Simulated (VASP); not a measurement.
# ZnSn2N2 in VASP: a series of runs, part 2 of 2

VASP 6.6.1.

## 5. Single point, PBE

INCAR reads:

```
PREC     = Accurate       # precision mode
ENCUT    = 400            # plane-wave cutoff, eV
EDIFF    = 1E-7           # SCF threshold, eV
ISMEAR   = 0              # smearing method
SIGMA    = 0.1            # smearing width, eV
LREAL    = False          # projectors in reciprocal space
LASPH    = True           # aspherical terms in the spheres
NELM     = 100            # most SCF steps
ALGO     = Normal         # electronic algorithm
ISIF     = 2              # what is computed and relaxed
LWAVE    = False          # write WAVECAR
LCHARG   = False          # write CHGCAR
GGA      = PE             # functional
NBANDS   = 33             # bands
ADDGRID  = False
```

KPOINTS reads:

```
Automatic mesh
0
Gamma
  5 5 2
```

POSCAR reads:

```
ZnSn2N2
1.0
    3.3523260000      0.0000000000      0.0000000000
    0.0000000000      3.3523260000      0.0000000000
    0.0000000000      0.0000000000      8.0642090000
Sn Zn N
2 1 2
Direct
    0.4973440000      0.4812300000      0.3153800000
    0.4977480000      0.5263330000      0.6946440000
   -0.0161480000     -0.0098380000     -0.0046550000
   -0.0132420000      0.5408690000      0.8583280000
    0.4951850000     -0.0107610000      0.1447960000
```

Potentials or basis: VASP PAW PBE potentials, release 64 (Sn_d, Zn, N).

The run is started by

```bash
> cat potpaw_PBE.64/Sn_d/POTCAR potpaw_PBE.64/Zn/POTCAR potpaw_PBE.64/N/POTCAR > POTCAR
> mpirun -np 1 vasp_std > vasp.out
```

OUTCAR:

```text
PREC = Accurate
   ENCUT = 400
   EDIFF = 1E-7
   ISMEAR = 0
   LREAL = False
   LASPH = True
   NELM = 100
   ISIF = 2
   GGA = PE

 Found     26 irreducible k-points:

 Following reciprocal coordinates:
            Coordinates               Weight
  0.000000  0.000000  0.000000      1.000000
  0.200000  0.000000  0.000000      2.000000
  0.000000  0.200000  0.000000      2.000000
  0.400000  0.000000  0.000000      2.000000
  0.000000  0.400000  0.000000      2.000000
  0.200000  0.200000  0.000000      2.000000
   k-points           NKPTS =     26   k-points in BZ     NKDIM =     26   number of bands    NBANDS=     33
   number of dos      NEDOS =    301   number of ions     NIONS =      5
   total plane-waves  NPLWV =  31104
   dimension x,y,z NGX =    24 NGY =   24 NGZ =   54
   dimension x,y,z NGXF=    48 NGYF=   48 NGZF=  108
   ions per type =               2   1   2
   NGX,Y,Z   is equivalent  to a cutoff of  11.90, 11.90, 11.13 a.u.
   NGXF,Y,Z  is equivalent  to a cutoff of  23.80, 23.80, 22.26 a.u.
 SYSTEM =  unknown system
   PREC   = accura    normal or accurate (medium, high low for compatibility)
   ISTART =      0    job   : 0-new  1-cont  2-samecut
   ICHARG =      2    charge: 1-file 2-atom 10-const
   ISPIN  =      1    spin polarized calculation?
   LNONCOLLINEAR =      F non collinear calculations
[... 53 lines left out ...]

 E-fermi :   5.2673     XC(G=0): -10.2402

 val. band max:        5.2599557310   @ k =   0.2000   0.0000   0.0000
 cond. band min:       5.4774591723   @ k =   0.2000   0.2000   0.5000
 fundamental gap:      0.2175034413
 Fermi energy:         5.2672823883

 k-point     1 :       0.0000    0.0000    0.0000
  band No.  band energies     occupation
      1     -16.0918      2.00000
      2     -16.0006      2.00000
      3     -15.9524      2.00000
      4     -15.8981      2.00000
      5     -15.8682      2.00000
      6     -15.8171      2.00000
[... 205 lines left out ...]
     32      12.7645      0.00000
     33      14.5226      0.00000

 [... further k-points ...]
[... 5 lines left out ...]
  --------------------------------------------------------------------------------------
  -------------------------------------------------------------------------------------
  Total       -1.3289519     -0.6971891     -2.2417081     -0.0066961      1.9990706      0.1886750
  in kB      -23.4944668    -12.3255669    -39.6310311     -0.1183803     35.3414568      3.3355753
  external PRESSURE =     -25.1503549 kB  Pullay stress =       0.0000000 kB

 VOLUME and BASIS-vectors are now :
 -----------------------------------------------------------------------------
  energy-cutoff  :      400.00
  volume of cell :       90.63
      direct lattice vectors                 reciprocal lattice vectors
     3.352326000  0.000000000  0.000000000     0.298300344  0.000000000  0.000000000
     0.000000000  3.352326000  0.000000000     0.000000000  0.298300344  0.000000000
     0.000000000  0.000000000  8.064209000     0.000000000  0.000000000  0.124004723

 POSITION                                       TOTAL-FORCE (eV/Angst)
 -----------------------------------------------------------------------------------
      1.66726      1.61324      2.54329        -0.004511      0.225389     -0.806102
      1.66861      1.76444      5.60175        -0.367087      0.036386     -0.006046
      3.29819      3.31935      8.02667         0.212858      1.416120      1.121329
      3.30793      1.81317      6.92174         0.369109     -1.660909     -1.006640
      1.66002      3.31625      1.16767        -0.210369     -0.016986      0.697459
 -----------------------------------------------------------------------------------
    total drift:                                0.000507     -0.000095     -0.000016

  FREE ENERGIE OF THE ION-ELECTRON SYSTEM (eV)
  ---------------------------------------------------
  free  energy   TOTEN  =       -24.0236834136 eV

  energy  without entropy=      -24.0140840038  energy(sigma->0) =      -24.01888371
```

OSZICAR:

```text
N       E                     dE             d eps       ncg     rms          rms(c)
DAV:   1     0.444815976126E+03    0.44482E+03   -0.21557E+04  1756   0.195E+03
DAV:   2     0.397611167491E+02   -0.40505E+03   -0.38744E+03  1748   0.483E+02
DAV:   3    -0.254988006143E+02   -0.65260E+02   -0.63400E+02  2015   0.178E+02
DAV:   4    -0.287904300532E+02   -0.32916E+01   -0.32727E+01  2045   0.441E+01
DAV:   5    -0.288703740426E+02   -0.79944E-01   -0.79872E-01  2022   0.708E+00    0.147E+01
DAV:   6    -0.242976139691E+02    0.45728E+01   -0.21165E+01  2800   0.611E+01    0.784E+00
DAV:   7    -0.240657817185E+02    0.23183E+00   -0.49942E+00  1929   0.138E+01    0.534E+00
DAV:   8    -0.240434718485E+02    0.22310E-01   -0.83989E-01  2517   0.824E+00    0.202E+00
DAV:   9    -0.240224148362E+02    0.21057E-01   -0.11607E-01  2251   0.501E+00    0.351E-01
DAV:  10    -0.240236013335E+02   -0.11865E-02   -0.17945E-02  2112   0.111E+00    0.236E-01
DAV:  11    -0.240237271056E+02   -0.12577E-03   -0.15946E-03  2660   0.345E-01    0.937E-02
DAV:  12    -0.240236945575E+02    0.32548E-04   -0.70340E-04  2558   0.232E-01    0.376E-02
DAV:  13    -0.240236848359E+02    0.97216E-05   -0.11504E-04  2030   0.820E-02    0.185E-02
DAV:  14    -0.240236826921E+02    0.21438E-05   -0.35125E-05  2052   0.371E-02    0.505E-03
DAV:  15    -0.240236832786E+02   -0.58652E-06   -0.31750E-06  2550   0.188E-02    0.275E-03
DAV:  16    -0.240236833614E+02   -0.82782E-07   -0.11529E-06  2142   0.987E-03    0.150E-03
DAV:  17    -0.240236834136E+02   -0.52240E-07   -0.20790E-07  1512   0.511E-03
   1 F= -.24023683E+02 E0= -.24018884E+02  d E =-.959941E-02
```

stdout:

```text
POSCAR found type information on POSCAR SnZnN
 POSCAR found :  3 types and       5 ions
 scaLAPACK will be used
 LDA part: xc-table for (Slater+PW92), standard interpolation
 POSCAR, INCAR and KPOINTS ok, starting setup
 FFT: planning ... GRIDC
 FFT: planning ... GRID_SOFT
 FFT: planning ... GRID
 WAVECAR not read
 entering main loop
```

Run time: 53 s. Hardware: 1 thread of AMD EPYC 7R13 (Zen 3), shared host; peak memory 0.16 GiB.

These settings aren't checked as converged: the numbers below hold their error.

Results:

| Item | Value |
| --- | --- |
| Free energy | -24.0237 eV |
| Largest force | 1.977 eV/Å |
| Band gap on the k mesh | none (metal or under the smearing width) |

Caveat: the k mesh is coarse (spacing up to 0.39 Å⁻¹), so the values aren't converged; the cutoff is under 1.25 times the usual one of these potentials, so pressure, stress and relaxed cells hold a basis-set (Pulay) error.

## 6. Single point, PBE

INCAR: that of step 5 with these lines changed.

```diff
@@ -1,2 +1,2 @@
-PREC     = Accurate       # precision mode
+PREC     = Low            # precision mode
 ENCUT    = 400            # plane-wave cutoff, eV
@@ -4,3 +4,3 @@
 ISMEAR   = 0              # smearing method
-SIGMA    = 0.1            # smearing width, eV
+SIGMA    = 0.05           # smearing width, eV
 LREAL    = False          # projectors in reciprocal space
```

KPOINTS is that of step 5.

POSCAR is that of step 5.

Potentials or basis: VASP PAW PBE potentials, release 64 (Sn_d, Zn, N).

The run is started by

```bash
> cat potpaw_PBE.64/Sn_d/POTCAR potpaw_PBE.64/Zn/POTCAR potpaw_PBE.64/N/POTCAR > POTCAR
> mpirun -np 1 vasp_std > vasp.out
```

It took 24 s on 1 thread of AMD EPYC 7R13 (Zen 3), shared host; peak memory 0.11 GiB.

The run converged, but some of its settings lie outside the range that counts as converged, so its numbers aren't taken as properties of the crystal.

What came out:

```yaml
Free_energy: -24.0329 eV
Largest_force: 1.963 eV/Å
Band_gap_on_the_k_mesh: none (metal or under the smearing width)
```

Caveat: the k mesh is coarse (spacing up to 0.39 Å⁻¹), so the values aren't converged; the cutoff is under 1.25 times the usual one of these potentials, so pressure, stress and relaxed cells hold a basis-set (Pulay) error.

## 7. For comparison

An earlier run on the cell as given: functional PBE; potentials or basis VASP PAW PBE potentials, release 64 (Sn_d, Zn, N); cutoff 520 eV; k mesh 8 × 8 × 4; occupations fermi-dirac, width 0.05 eV; no spin polarisation.

- Pressure: -0.3 GPa
- Largest force: 0.069 eV/Å
- Band gap on the k mesh: none (metal or under the smearing width)
